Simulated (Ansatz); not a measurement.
## ZnH5: relaxation step by step

The guess for ZnH5 was made by a generator: random cell by space group and Wyckoff sites (I4/mmm, No. 139). The dimensions are guesses.

```xyz
6
Lattice="-2.2742 2.2742 2.3954 2.2742 -2.2742 2.3954 2.2742 2.2742 -2.3954" Properties=species:S:1:pos:R:3 pbc="T T T"
Zn    0.0000    0.0000    2.3954
H     3.2210    0.0000    0.0000
H     1.3274    0.0000    0.0000
H     0.0000    1.3274    0.0000
H     0.0000    3.2210    0.0000
H     0.0000    0.0000    0.0000
```

Theory: DFT PBE, scalar-relativistic, plane waves, PAW (Ansatz). Cutoff 420 eV, Gaussian smearing, Γ-centred meshes. Cell and atoms relax first on a coarse mesh and then on a finer one. In between, the cell is made exact in the group found at 0.06 Å. In metals the finer mesh still leaves noise of several meV/atom or more. The steps can't lower the symmetry of their start. No spin polarisation.

Steps on the 6×6×6 mesh (6 atoms, 26 steps). The free energy counts from the last step; some steps are skipped; the plane-wave basis is renewed at times, which shifts energy and pressure.

```
step  ΔF (meV/atom)  V (Å³/atom)  P (GPa)  largest force component (eV/Å)
   1          679.2         8.26   -11.83                           0.056
   3          529.9         6.77    -5.72                           0.529
   5          374.2         5.65    14.04                           0.155
   7          262.7         6.97    -0.43                           0.946
   9          132.1         7.75     2.82                           0.119
  11           53.9         8.35     4.23                           0.684
  13           37.2         9.38     1.02                           0.164
  14           36.1        10.15    -0.20                           0.159
  16           20.8         9.99     1.39                           0.027
  18           10.4        11.60     0.61                           0.119
  20           10.1        12.89    -0.04                           0.029
  22            2.1        13.34     0.20                           0.003
  24            3.4        15.18    -0.15                           0.121
  26            0.0        15.05     0.02                           0.008
```

The relaxed structure, after a last relaxation on the converged mesh:

```cif
data_structure
_symmetry_space_group_name_H-M 'I4/mmm'
_symmetry_Int_Tables_number 139
_cell_length_a 6.6560
_cell_length_b 6.6560
_cell_length_c 4.0970
_cell_angle_alpha 90.000
_cell_angle_beta 90.000
_cell_angle_gamma 90.000
_cell_volume 181.51
loop_
_atom_site_label
_atom_site_type_symbol
_atom_site_symmetry_multiplicity
_atom_site_Wyckoff_symbol
_atom_site_fract_x
_atom_site_fract_y
_atom_site_fract_z
_atom_site_occupancy
Zn1 Zn 2 b 0.00000 0.00000 0.50000 1
H1 H 8 i 0.05581 0.50000 0.50000 1
H2 H 2 a 0.00000 0.00000 0.00000 1
```

The symmetry stays I4/mmm (No. 139). The volume per atom grows by 83.1 %, from 8.3 to 15.1 Å³. The shortest distance goes from 1.33 Å (H–H) to 0.74 Å (H–H). The end holds H–H pairs as short as in free H₂ molecules (shortest 0.74 Å). The ratio c/a of the conventional cell changes by a factor of 0.58. The energy falls by about 0.67 eV/atom (the start's value is from the coarse mesh). The end is written in a standard setting, so origin, axes and order of atoms can differ from the start's. Zn has 2 H at 2.05 Å; H on a site of symmetry m2m is surrounded by 1 H at 0.74 Å; H on a site of symmetry 4/mmm is surrounded by 2 Zn at 2.05 Å.

- Volume per atom: 15.1 Å³
- Density: 1.3 g/cm³
- Energy over the elements: +0.36 eV/atom
- Gap on the 12×12×12 mesh of the 6-atom cell: 0 eV (a metal)

Energies over the elements count from the elements' standard structures at the same level (H₂ as a molecule), with no fitted energy shifts.

The last run used Gaussian smearing of 0.10 eV. No dispersion correction is applied, so the spacing and binding between layers, chains or molecules are poorly described. The cell is a metal run without spin; a magnetic state may lie lower. With hydrogen, zero-point motion can shift formation energies by some tens of meV/atom. Symmetry constrained the relaxation, so the result can be a saddle point. In all, the 3 runs took 3.4 min on 1 thread of Arm Neoverse N1, on a shared host. Another cell of ZnH5 relaxed alike, in P6/mmm, lies 133 meV/atom lower, so this cell isn't the stable form at this level.
